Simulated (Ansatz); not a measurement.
# Sb: stress in a strained cell

Sb is deformed so: z strained by -2 % at fixed volume. What stress and forces result, by LAPW, PAW and all-electron datasets made for the crystal?

Method: DFT PBE, scalar-relativistic, in Ansatz 0.2.0.

3 further runs of the same task are left out: 3 that didn't finish. Runs told in other sessions of the task aren't counted.

**1. The system as given**

It takes space group I4/mmm (No. 139, tetragonal). The conventional cell has a = 3.010 Å, b = 3.010 Å, c = 4.960 Å, α = 90.00°, β = 90.00°, γ = 90.00°. Sb (site symmetry 4/mmm) has 12 Sb at 3.01 to 3.27 Å in its first shell of neighbours.

Structure file:

```
CELL_PARAMETERS angstrom
-1.50500 1.50500 2.48000
1.50500 -1.50500 2.48000
1.50500 1.50500 -2.48000
ATOMIC_POSITIONS crystal
Sb 0.00000 0.00000 0.00000
```

**2. After the deformation**

Space group I4/mmm before, I4/mmm after.

**3. Full-potential LAPW**

The input, input.yaml:

```yaml
crystal:
  lattice:
    - [-1.5202795796, 1.5202795796, 2.4304]
    - [1.5202795796, -1.5202795796, 2.4304]
    - [1.5202795796, 1.5202795796, -2.4304]
  atoms:
    - { symbol: Sb, position: [0.0, 0.0, 0.0] }
kpoints:
  mp_grid: { grid: [19, 19, 19] }
scf:
  occupations: { method: fermi_dirac, width: 0.05 }
hamiltonian:
  xc: pbe
  pseudopotentials: { kind: all_electron, lapw: { basis_error: 0.00025 } }
output:
  forces: true
  stress: true
  eigenvalues: true
```

Launch:

```
> ansatz run input.yaml --threads 1 --pin off --max-ram 2048MiB --backend cpu --events-out ev --progress --plain --runs-dir out
```

**4. PAW on the default files**

Edit input.yaml of step 3 so:

```diff
@@ -13,3 +13,3 @@
   xc: pbe
-  pseudopotentials: { kind: all_electron, lapw: { basis_error: 0.00025 } }
+  pseudopotentials: { kind: paw }
 output:
@@ -18 +18,2 @@
   eigenvalues: true
+  efg: { contact_densities: true }
```

**5. All-electron PAW on datasets made for the crystal**

Edit input.yaml of step 4 so:

```diff
@@ -13,3 +13,3 @@
   xc: pbe
-  pseudopotentials: { kind: paw }
+  pseudopotentials: { kind: all_electron, datasets: crystal }
 output:
```

(Steps that only read results are left out.)

What does the calculation give? Wanted: pressure; largest shear or deviatoric stress.

As calculated:

```
                                 quantity                                              value
                                 pressure  LAPW 18.98, PAW 18.98, crystal datasets 18.98 GPa
largest shear or deviatoric stress (LAPW)                                           0.01 GPa
```

What this shows: The largest part of the stress beyond the pressure is 0.01 GPa in size, in the zz component. No run of the undeformed cell stands beside it, so pressure and stress hold what the given cell had before the change, as far as its symmetry allows. PAW: stress within 0.01 GPa of LAPW. Crystal datasets: stress within 0.01 GPa of LAPW. Spin-orbit coupling is left out, though the cell holds Sb; in elements this heavy it can shift bands and gaps by tenths of an eV.
